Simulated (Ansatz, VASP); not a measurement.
**One calculation of SrO, two programs**

File INCAR:

```
SYSTEM = SrO
  PREC = Accurate
  ENCUT = 520
  EDIFF = 1E-7
  ISMEAR = -1
  SIGMA = 0.03
  LREAL = .False.
  LASPH = .True.
  NELM = 100
  ALGO = Normal
  ISIF = 2
  LWAVE = .False.
  LCHARG = .True.
  GGA = PS
  LELF = .True.
  LVHAR = .True.
  NBANDS = 15
```

The input KPOINTS:

```
regular mesh
0
Gamma
  8 8 8
  0 0 0
```

POSCAR

```
SrO
1.0
    0.0000000000      2.5698000000      2.5698000000
    2.5698000000      0.0000000000      2.5698000000
    2.5698000000      2.5698000000      0.0000000000
Sr O
1 1
Direct
    0.0000000000      0.0000000000      0.0000000000
    0.5000000000      0.5000000000      0.5000000000
```

Input for Ansatz:

```yaml
crystal:
  lattice:
    - [0.0, 2.5698, 2.5698]
    - [2.5698, 0.0, 2.5698]
    - [2.5698, 2.5698, 0.0]
  atoms:
    - { symbol: Sr, position: [0.0, 0.0, 0.0] }
    - { symbol: O, position: [0.5, 0.5, 0.5] }
kpoints:
  mp_grid: { grid: [8, 8, 8] }
  band_path:
    path:
      - [0.0, 0.0, 0.0]
      - [0.5, 0.0, 0.5]
      - [0.625, 0.25, 0.625]
      - [0.375, 0.375, 0.75]
      - [0.0, 0.0, 0.0]
      - [0.5, 0.5, 0.5]
      - [0.5, 0.25, 0.75]
      - [0.5, 0.0, 0.5]
    npoints: 14
scf:
  occupations: { method: fermi_dirac, width: 0.03 }
hamiltonian:
  xc: pbesol
  pseudopotentials: { kind: all_electron, lapw: { basis_error: 0.0005 } }
output:
  forces: true
  stress: true
  eigenvalues: true
  populations: true
  dos: { projected: true, de: 0.2, e_range: [-14, 8] }
```

Alike in both runs: task single point; functional PBEsol; k mesh 8 × 8 × 8; occupations fermi-dirac, width 0.03 eV; no spin polarisation.

|  | VASP | Ansatz |
| --- | --- | --- |
| version | VASP 6.6.1 | Ansatz 0.2.0 |
| potentials or method | VASP PAW PBE potentials, release 64 (Sr_sv, O) | all-electron LAPW, scalar-relativistic |
| plane-wave cutoff (eV) | 520 | see its input |

```csv
,VASP,Ansatz,Ansatz less VASP
gap on the k mesh at the Fermi level (eV),3.15,3.20,+0.046
pressure (GPa),-0.3,-0.9,-0.61
```

Ansatz ran all-electron here, so the differences hold the error of VASP's frozen core and of both bases.

Caveats: the PAW data sets were made with another functional, which shifts forces and pressure a little (VASP). A k mesh can miss the band edges. Expect the measured gap to be larger: semilocal functionals such as PBEsol lack the derivative discontinuity.
